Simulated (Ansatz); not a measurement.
A 3-atom cell of Li2Se started from a crystallographic database, relaxed with r2SCAN: 6 runs in the PAW code Ansatz, each a construction of maximally localised Wannier functions. It is cubic, Fm-3m (No. 225); a = 5.987 Å in the conventional setting, 17.88 Å³ an atom. Li has 4 Se at 2.59 Å; Se has 8 Li at 2.59 Å. The values are computed, spin-unpolarised, and not measurements.

```
CELL_PARAMETERS angstrom
0.00000 2.99346 2.99346
2.99346 0.00000 2.99346
2.99346 2.99346 0.00000
ATOMIC_POSITIONS crystal
Li 0.25000 0.25000 0.25000
Li 0.75000 0.75000 0.75000
Se 0.00000 0.00000 0.00000
```

Windows count from the top of the filled bands; a dash means that no such window was set (without an outer window there is no disentanglement).

```
functional  SCF mesh  trial orbitals  functions   mesh  window (eV)  frozen (eV)  Ω total (Å²)  Ω invariant (Å²)  largest spread (Å²)  least projectability
       PBE     6×6×6      Se s, Se p          4  4×4×4            –            –          6.28              5.12                 1.57                  0.93
       PBE     6×6×6      Se s, Se p          4  6×6×6            –            –          6.68              5.51                 1.67                  0.94
       PBE     6×6×6            Se p          3  6×6×6            –            –          6.63              6.57                 2.21                  0.93
    r2SCAN     6×6×6      Se s, Se p          4  6×6×6            –            –          6.48              5.30                 1.62                  0.95
    r2SCAN     6×6×6            Se p          3  6×6×6            –            –          6.43              6.39                 2.14                  0.94
     HSE06     6×6×6      Se s, Se p          4  6×6×6            –            –          6.52              5.34                 1.63                  0.94
```

For Se s, Se p with PBE the spread goes 6.28 Å² (4×4×4), 6.68 Å² (6×6×6): finite differences on a coarse mesh understate it.

The runs are scalar-relativistic, without spin-orbit coupling.
